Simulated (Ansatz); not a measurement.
# AlN (P6_3mc) in Ansatz: settings compared

Aim: see how the results for AlN move with the level of theory and the settings. Levels: PBEsol+D3(BJ), PBEsol+D4. Tasks: relaxation of cell and atoms.

Program: Ansatz 0.2.0. These are calculated values, not measurements. Logs are shortened: lines on timing, memory, paths and dates and some standing lists are left out, and cuts for length are marked.

## 1. Starting point

The structure is hexagonal, space group P6_3mc (No. 186). The conventional cell has a = 3.113 Å, b = 3.113 Å, c = 4.981 Å, α = 90.00°, β = 90.00°, γ = 120.00°. Al (site symmetry 3m) has 4 N at 1.89 Å as nearest neighbours. Around N (site symmetry 3m) lie 4 Al at 1.89 Å.

## 2. Relaxation of cell and atoms, PBEsol+D3(BJ)

Input file input.yaml:

```yaml
crystal:
  lattice:
    - [3.113, 0.0, 0.0]
    - [-1.5565, 2.695937082, 0.0]
    - [0.0, 0.0, 4.981]
  atoms:
    - { symbol: Al, position: [0.6666666667, 0.3333333333, 0.5] }
    - { symbol: Al, position: [0.3333333333, 0.6666666667, 0.0] }
    - { symbol: "N", position: [0.6666666667, 0.3333333333, 0.88] }
    - { symbol: "N", position: [0.3333333333, 0.6666666667, 0.38] }
hamiltonian:
  xc: pbesol
  pseudopotentials: { kind: paw }
  dispersion: d3bj
kpoints:
  mp_grid: { grid: [10, 10, 6] }
scf:
  occupations: { method: fermi_dirac, width: 0.05 }
output:
  forces: true
  stress: true
relax:
  f_tol: 0.01
  max_steps: 40
  cell: { stress_tol: 0.05 }
```

Potentials or basis: Ansatz PAW.

Command:

```sh
ansatz run input.yaml --threads 2 --pin off --max-ram 5632MiB --backend cpu --events-out ev --progress --plain --runs-dir out
```

Log:

```text
Warning: RAYON_NUM_THREADS=2 ignored (pool sized by the plan → 2); use --threads N
Engine: ansatz 0.2.0, x86_64-unknown-linux-gnu
Pseudopotentials: kind: paw
Pseudopotential: Al, paw, valence charge 3, recommended cutoff 420 eV (normal), Al.paw.azcp
Pseudopotential: N, paw, valence charge 5, recommended cutoff 420 eV (normal), N.paw.azcp
Functional definition: PBEsol
  exchange = pbesol_x
  correlation = pbesol_c
Crystal: 4 atoms, lattice volume = 41.803 Å³
Basis set: ecut = 420 eV, 809 PW (Γ), exchange–correlation on 48×48×72 points (8 copies of the dense FFT grid, shifted against one another)
Bands: 12, of which v1, the nominal top of the filled ones, is band 8 counted from 1 (7 counted from 0)
Symmetry: 12 space group operations
Space group: P63mc (ITA 186), of the structure as read, at distance tolerance 3.5e-5 Å
k-points: 56 of 600 (time reversal used)
Non-local potential: Al, projectors of the file, l = 0: 2, l = 1: 2, l = 2: 1
Non-local potential: N, projectors of the file, l = 0: 2, l = 1: 2, l = 2: 1
PAW form: soft (Blöchl's): semilocal exchange-correlation on the pseudo side does not see the compensation charge
PAW frozen core: Al, regenerated for the run's functional, and the local potential with it (the file was generated under x = pbe(κ = 0.804, μ = 0.2195149727645171), c = pbe(β = 0.06672455060314922))
PAW frozen core: N, regenerated for the run's functional, and the local potential with it (the file was generated under x = pbe(κ = 0.804, μ = 0.2195149727645171), c = pbe(β = 0.06672455060314922))
PAW one-centre angular grid: Al, 110 points (default); XC on 64 Gauss nodes
PAW one-centre angular grid: N, 110 points (default); XC on 64 Gauss nodes
Initial density: superposition of atomic densities (neutral atoms: chi_scale 0, normalization atom), corrected by the library's trained network
Initial wavefunctions: pseudopotential atomic-orbital guess
Functional: x = pbesol(κ = 0.804, μ = 0.12345679012345678), c = pbesol(β = 0.046)
SCF iter   1: F=—  HF=-1812.831971 eV  |F-HF|=—  |Δ(HF+E_count)|=         —  Δρ=1.04e-2  dr2=4.80e-2  ethr=1.77e-3  ⟨swp⟩=5.5  Hψ=4388  notcnv=0
preconditioner: auto → none  [insulator: Δε(μ)=4.053 eV  Ē_g=12.949 eV  σ=0.050 eV  W_gap=1.00  n_scr=2 (ndim 8)  ℏωp=23.0 eV  f_vac=0.000  D(μ)=0.00/eV (n_scr^D=0)  ε∞_Penn≈4.1]
SCF iter   2: F=—  HF=-1812.818307 eV  |F-HF|=—  |Δ(HF+E_count)|=   1.37e-2  Δρ=1.32e-3  dr2=7.86e-4  ethr=3.00e-4  ⟨swp⟩=2.9  Hψ=1677  notcnv=0
SCF iter   3: F=—  HF=-1812.818150 eV  |F-HF|=—  |Δ(HF+E_count)|=   1.57e-4  Δρ=4.83e-4  dr2=5.26e-5  ethr=4.91e-6  ⟨swp⟩=2.1  Hψ=1062  notcnv=0
SCF iter   4: F=—  HF=-1812.817994 eV  |F-HF|=—  |Δ(HF+E_count)|=   1.57e-4  Δρ=2.04e-5  dr2=6.77e-8  ethr=6.25e-10  ⟨swp⟩=3.9  Hψ=2820  notcnv=0
iter 5 did not close the SCF: its close was put off for the readings that it lacked (scf_convergence_deferred on its scf_iter line)
SCF iter   5: F=-1812.817994 eV  HF=-1812.817994 eV  |F-HF|=2.99e-10  |Δ(HF+E_count)|=   3.32e-8  Δρ=1.39e-6  dr2=2.52e-10  ethr=4.23e-10  ⟨swp⟩=2.4  Hψ=1090  notcnv=0
SCF iter   6: F=-1812.817994 eV  HF=-1812.817994 eV  |F-HF|=2.27e-12  |Δ(HF+E_count)|=  2.80e-10  Δρ=1.49e-7  dr2=4.24e-12  ethr=1.57e-12  ⟨swp⟩=1.0  Hψ=2036  notcnv=0
SCF 1 converged in 6 iterations: F = -1812.817994 eV  dr2 = 4.24e-12
relax step   1: F+E_penalty+E_count = -1812.81799357 eV  Δ(F+E_penalty+E_count) = +0.000e0 eV  max|allowed force component| = 1.308e-1 eV/Å  Δτ_max = 0.0000 Å  P = -3.267 GPa  Ω = 41.803 Å³  (6 SCF iters, dr2 threshold 1.00e-7 eV, accepted)
Crystal: 4 atoms, lattice volume = 41.463 Å³
Initial density: handed on by an earlier stage of this run
Initial wavefunctions: those handed on with the density
iter 1 solved again at ethr=1.03e-5 eV; its pass at ethr=3.10e-3 eV (dr2=1.64e-3 eV) is discarded
SCF iter   1: F=—  HF=-1812.825619 eV  |F-HF|=—  |Δ(HF+E_count)|=         —  Δρ=1.90e-3  dr2=1.69e-3  ethr=1.03e-5  ⟨swp⟩=1.0  Hψ=4126  notcnv=0
preconditioner: auto → none  [insulator: Δε(μ)=4.207 eV  Ē_g=13.097 eV  σ=0.050 eV  W_gap=1.00  n_scr=2 (ndim 8)  ℏωp=23.1 eV  f_vac=0.000  D(μ)=0.00/eV (n_scr^D=0)  ε∞_Penn≈4.1]
SCF iter   2: F=—  HF=-1812.825114 eV  |F-HF|=—  |Δ(HF+E_count)|=   5.05e-4  Δρ=3.25e-4  dr2=4.78e-5  ethr=1.03e-5  ⟨swp⟩=2.2  Hψ=991  notcnv=0
SCF iter   3: F=—  HF=-1812.824950 eV  |F-HF|=—  |Δ(HF+E_count)|=   1.63e-4  Δρ=1.17e-4  dr2=3.80e-6  ethr=2.99e-7  ⟨swp⟩=2.0  Hψ=1046  notcnv=0
iter 4 did not close the SCF: its close was put off for the readings that it lacked (scf_convergence_deferred on its scf_iter line)
SCF iter   4: F=-1812.824949 eV  HF=-1812.824949 eV  |F-HF|=1.11e-9  |Δ(HF+E_count)|=   1.16e-6  Δρ=6.42e-6  dr2=8.04e-9  ethr=2.37e-8  ⟨swp⟩=2.0  Hψ=1045  notcnv=0
iter 5 did not close the SCF: its close was put off for the readings that it lacked (scf_convergence_deferred on its scf_iter line)
[... 65 lines left out ...]
SCF iter   2: F=—  HF=-1812.826571 eV  |F-HF|=—  |Δ(HF+E_count)|=   1.43e-4  Δρ=1.65e-5  dr2=1.22e-7  ethr=2.90e-8  ⟨swp⟩=2.0  Hψ=999  notcnv=0
iter 3 did not close the SCF: its close was put off for the readings that it lacked (scf_convergence_deferred on its scf_iter line)
SCF iter   3: F=-1812.826571 eV  HF=-1812.826571 eV  |F-HF|=4.41e-9  |Δ(HF+E_count)|=   4.11e-8  Δρ=6.09e-6  dr2=1.09e-8  ethr=7.64e-10  ⟨swp⟩=2.0  Hψ=1049  notcnv=0
iter 4 did not close the SCF: its close was put off for the readings that it lacked (scf_convergence_deferred on its scf_iter line)
SCF iter   4: F=-1812.826571 eV  HF=-1812.826571 eV  |F-HF|=3.41e-12  |Δ(HF+E_count)|=   3.60e-9  Δρ=3.52e-7  dr2=2.52e-11  ethr=6.82e-11  ⟨swp⟩=2.0  Hψ=1082  notcnv=0
iter 5 did not close the SCF: its close was put off for the readings that it lacked (scf_convergence_deferred on its scf_iter line)
SCF iter   5: F=-1812.826571 eV  HF=-1812.826571 eV  |F-HF|=0.00e0  |Δ(HF+E_count)|=  7.96e-12  Δρ=3.09e-8  dr2=1.46e-13  ethr=1.00e-12  ⟨swp⟩=1.0  Hψ=672  notcnv=0
SCF iter   6: F=-1812.826571 eV  HF=-1812.826571 eV  |F-HF|=4.55e-13  |Δ(HF+E_count)|=  6.82e-13  Δρ=4.02e-9  dr2=2.13e-15  ethr=1.00e-12  ⟨swp⟩=1.0  Hψ=1568  notcnv=0
SCF 7 converged in 6 iterations: F = -1812.826571 eV  dr2 = 2.13e-15
relax step   7: F+E_penalty+E_count = -1812.82657067 eV  Δ(F+E_penalty+E_count) = -6.241e-5 eV  max|allowed force component| = 1.371e-5 eV/Å  Δτ_max = 0.0000 Å  P = -0.000 GPa  Ω = 41.118 Å³  energy of the carried Pulay correction = +5.736e-5 eV  (6 SCF iters, dr2 threshold 2.77e-8 eV, accepted)
iter 1 solved again at ethr=6.06e-9 eV; its pass at ethr=3.10e-3 eV (dr2=9.69e-7 eV) is discarded
SCF iter   1: F=—  HF=-1812.826667 eV  |F-HF|=—  |Δ(HF+E_count)|=         —  Δρ=4.22e-6  dr2=1.92e-9  ethr=6.06e-9  ⟨swp⟩=3.1  Hψ=6413  notcnv=0
preconditioner: auto → none  [insulator: Δε(μ)=4.239 eV  Ē_g=13.150 eV  σ=0.050 eV  W_gap=1.00  n_scr=2 (ndim 8)  ℏωp=23.2 eV  f_vac=0.000  D(μ)=0.00/eV (n_scr^D=0)  ε∞_Penn≈4.1]
SCF iter   2: F=—  HF=-1812.826525 eV  |F-HF|=—  |Δ(HF+E_count)|=   1.42e-4  Δρ=2.27e-6  dr2=7.06e-10  ethr=1.20e-11  ⟨swp⟩=3.3  Hψ=1460  notcnv=0
SCF iter   3: F=—  HF=-1812.826525 eV  |F-HF|=—  |Δ(HF+E_count)|=  1.09e-10  Δρ=1.49e-6  dr2=2.44e-10  ethr=4.41e-12  ⟨swp⟩=1.0  Hψ=672  notcnv=0
iter 4 did not close the SCF: its close was put off for the readings that it lacked (scf_convergence_deferred on its scf_iter line)
SCF iter   4: F=-1812.826525 eV  HF=-1812.826525 eV  |F-HF|=2.50e-12  |Δ(HF+E_count)|=  1.69e-10  Δρ=2.85e-7  dr2=1.05e-11  ethr=1.52e-12  ⟨swp⟩=2.0  Hψ=1007  notcnv=0
iter 5 did not close the SCF: its close was put off for the readings that it lacked (scf_convergence_deferred on its scf_iter line)
SCF iter   5: F=-1812.826525 eV  HF=-1812.826525 eV  |F-HF|=4.55e-13  |Δ(HF+E_count)|=  5.23e-12  Δρ=2.86e-8  dr2=1.36e-13  ethr=1.00e-12  ⟨swp⟩=1.0  Hψ=672  notcnv=0
iter 6 did not close the SCF: its close was put off for the readings that it lacked (scf_convergence_deferred on its scf_iter line)
SCF iter   6: F=-1812.826525 eV  HF=-1812.826525 eV  |F-HF|=4.55e-13  |Δ(HF+E_count)|=  4.55e-13  Δρ=1.17e-8  dr2=1.84e-14  ethr=1.00e-12  ⟨swp⟩=1.0  Hψ=672  notcnv=0
iter 7 did not close the SCF: its close was put off for the readings that it lacked (scf_convergence_deferred on its scf_iter line)
SCF iter   7: F=-1812.826525 eV  HF=-1812.826525 eV  |F-HF|=2.27e-13  |Δ(HF+E_count)|=    0.00e0  Δρ=7.33e-9  dr2=8.10e-15  ethr=1.00e-12  ⟨swp⟩=1.0  Hψ=672  notcnv=0
SCF iter   8: F=-1812.826525 eV  HF=-1812.826525 eV  |F-HF|=6.82e-13  |Δ(HF+E_count)|=  2.27e-13  Δρ=2.49e-9  dr2=7.69e-16  ethr=1.00e-12  ⟨swp⟩=1.0  Hψ=1568  notcnv=0
SCF 8 converged in 8 iterations: F = -1812.826525 eV  dr2 = 7.69e-16
relax step   8: F+E_penalty+E_count = -1812.82652526 eV  Δ(F+E_penalty+E_count) = +4.541e-5 eV  max|allowed force component| = 1.902e-5 eV/Å  Δτ_max = 0.0000 Å  P = -0.002 GPa  Ω = 41.118 Å³  stress off target by 1.98e-3 GPa  SCF on the basis re-selected at this cell (its energy is not comparable with the rows above)  (8 SCF iters)
basis re-selected at this cell: Δ(F+E_penalty+E_count) = +4.541e-5 eV, ΔP = -0.001 GPa vs the last step (what re-selecting the basis moved, of the pressure what is left beyond the Pulay correction that the steps carried, after the strain that the cell walked since its last selection, with what the two solves' SCF thresholds leave and, on support functions, any second-order correction that the steps lacked; it is no measure of the basis error at this ecutwfc). This SCF's stress stands 1.98e-3 GPa from its target on what of the cell is left free (relax.cell.stress_tol is 5.00e-2 GPa) and its largest allowed force component is 1.90e-5 eV/Å (relax.f_tol is 1.00e-2 eV/Å): within both
SCF converged after 8 iterations
Free energy (F): -1812.826525 eV
Harris-Foulkes:  -1812.826525 eV  (|F-HF|=6.82e-13)
Internal energy: -1812.826525 eV  (E = F + TS)
E sigma→0 (E₀):  -1812.826525 eV
Fermi energy:    9.387310 eV
--- Per-component energies (eV) ---
  E_band       = 30.951561
  E_kinetic    = 319.066590
  E_local      = -442.991495  (includes V_loc(G=0)·N_el)
  E_nonlocal   = 111.611961
  E_hartree    = 152.816025
  E_xc         = -201.847282
  E_vxc        = -215.519490  (∫ρ·V_xc dr)
  E_paw        = -1155.728805  (= ΣΔE_a)
  E_vpaw       = -46.848244  (= ΣTr[D̂ρ^β])
  E_aug_tail   = 0.000188  (compensation charges beyond the density's cutoff)
  E_ewald      = -594.930232
  E_disp       = -0.917952  (pairwise vdW)
  E_core_change = 0.094476  (= ΣΔE_core)
  E_smearing   = -0.000000  (= −TS)
  E_closure    = 0.000000  (closes the sum)
  Σ components = -1812.826525   (vs F -1812.826525, Δ=0.00e0)
--- Forces (eV/Å), atoms counted from 1 ---
  atom   1  Al     0.00000000     0.00000000     0.00001797
  atom   2  Al     0.00000000    -0.00000000     0.00001797
  atom   3  N      0.00000000    -0.00000000    -0.00002007
  atom   4  N     -0.00000000     0.00000000    -0.00002007
  max |Σ_I F_I| component: 4.20e-6 eV/Å
--- Stress (GPa, compression-positive) ---
       -0.001315       0.000000      -0.000000
        0.000000      -0.001315       0.000000
       -0.000000       0.000000      -0.001980
  P = ⅓ Tr σ = -0.0015 GPa (-0.015 kbar)
--- Relaxed structure (6 steps of the walk, 6 accepted, 2 SCFs on fresh bases) ---
  F+E_penalty+E_count = -1812.82652526 eV   max|allowed force component| = 1.902e-5 eV/Å   (the final SCF, on the basis selected at the relaxed cell)
  cell:  # Å, volume = 41.1184 Å³
    - [3.097073218930638, 5.894093021191727e-19, -1.1084785166804344e-33]
    - [-1.548536609465319, 2.6821440849743774, 4.046334575618459e-34]
    - [-1.773636842777303e-33, -2.764109365367226e-34, 4.949970839728815]
  atoms:
    - { symbol: Al, position: [0.6666666666666665, 0.3333333333333333, 0.49881216046653754] }
    - { symbol: Al, position: [0.3333333333333333, 0.6666666666666666, -0.0011878395334624819] }
    - { symbol: N, position: [0.6666666666666665, 0.3333333333333333, 0.8811878395334625] }
    - { symbol: N, position: [0.3333333333333333, 0.6666666666666666, 0.3811878395334626] }
```

It took 19 s on 2 threads of Intel Xeon at 2.50GHz (Skylake/Cascade Lake), shared host; peak memory 0.37 GiB.

What came out:

```
Free energy                            : -1812.8265 eV
Relaxed volume                         : 10.28 Å³/atom
Relaxed cell                           : a = 3.097 Å, b = 3.097 Å, c = 4.950 Å, α = 90.00°, β = 90.00°, γ = 120.00°
Space group after relaxing (to 0.05 Å) : P6_3mc (No. 186)
Energy gained by relaxing              : 2.1 meV/atom
Ionic steps                            : 8
Pressure after relaxing                : 0.0 GPa
Band gap on the k mesh                 : 4.24 eV
```

The path:
| step | energy change (eV) | largest force (eV/Å) | volume (Å³) |
| --- | --- | --- | --- |
| 1 | 0.0000 | 0.1308 | 41.80 |
| 2 | -0.0070 | 0.0993 | 41.46 |
| 3 | -0.0105 | 0.0280 | 41.12 |
| 4 | -0.0105 | 0.0109 | 41.13 |
| 5 | -0.0105 | 0.0005 | 41.14 |
| 6 | -0.0085 | 0.0005 | 41.14 |
| 7 | -0.0086 | 0.0000 | 41.12 |
| 8 | -0.0085 | 0.0000 | 41.12 |

Final structure:
```xyz
4
Lattice="3.0971 0.0000 0.0000 -1.5485 2.6821 0.0000 0.0000 0.0000 4.9500" Properties=species:S:1:pos:R:3 pbc="T T T"
Al    1.5485    0.8940    2.4691
Al    0.0000    1.7881   -0.0059
N     1.5485    0.8940    4.3619
N     0.0000    1.7881    1.8869
```

Caveat: the plane-wave basis is chosen anew once the cell has moved, so the energies of steps on either side of that aren't comparable; the pressure holds a Pulay correction of +0.5 GPa for the finite cutoff; the PAW data sets come from PBE, with cores solved anew for the run's functional, which leaves a small shift of forces and pressure. A hybrid or GW would open this gap; PBEsol tends to underestimate it.

## 3. Relaxation of cell and atoms, PBEsol+D4

input.yaml, as its differences from that of step 2:

```diff
@@ -13,3 +13,3 @@
   pseudopotentials: { kind: paw }
-  dispersion: d3bj
+  dispersion: d4
 kpoints:
```

Potentials or basis: Ansatz PAW.

Command:

```sh
ansatz run input.yaml --threads 2 --pin off --max-ram 5632MiB --backend cpu --events-out ev --progress --plain --runs-dir out
```

Wall time 25 s (2 threads of Intel Xeon at 2.50GHz (Skylake/Cascade Lake), shared host); peak memory 0.37 GiB.

The run converged. Its results:

```yaml
Free_energy: -1812.6165 eV
Relaxed_volume: 10.33 Å³/atom
Relaxed_cell: a = 3.101 Å, b = 3.101 Å, c = 4.959 Å, α = 90.00°, β = 90.00°, γ = 120.00°
Space_group_after_relaxing_to_0.05_Å: P6_3mc (No. 186)
Energy_gained_by_relaxing: 1.3 meV/atom
Ionic_steps: 8
Pressure_after_relaxing: 0.0 GPa
Band_gap_on_the_k_mesh: 4.20 eV
```

Step by step:
```
step  energy change (eV)  largest force (eV/Å)  volume (Å³)
   1              0.0000                0.1305        41.80
   2             -0.0041                0.0982        41.56
   3             -0.0066                0.0246        41.30
   4             -0.0066                0.0043        41.31
   5             -0.0066                0.0001        41.32
   6             -0.0051                0.0001        41.32
   7             -0.0051                0.0000        41.31
   8             -0.0051                0.0000        41.31
```

Final structure:
```
CELL_PARAMETERS angstrom
3.10136 0.00000 0.00000
-1.55068 2.68586 0.00000
0.00000 0.00000 4.95873
ATOMIC_POSITIONS crystal
Al 0.66667 0.33333 0.49887
Al 0.33333 0.66667 0.99887
N 0.66667 0.33333 0.88113
N 0.33333 0.66667 0.38113
```

Caveat: the plane-wave basis is chosen anew once the cell has moved, so the energies of steps on either side of that aren't comparable; the pressure holds a Pulay correction of +0.5 GPa for the finite cutoff; the PAW data sets come from PBE, with cores solved anew for the run's functional, which leaves a small shift of forces and pressure. PBEsol gaps usually lie below the measured ones, often by a third to a half.
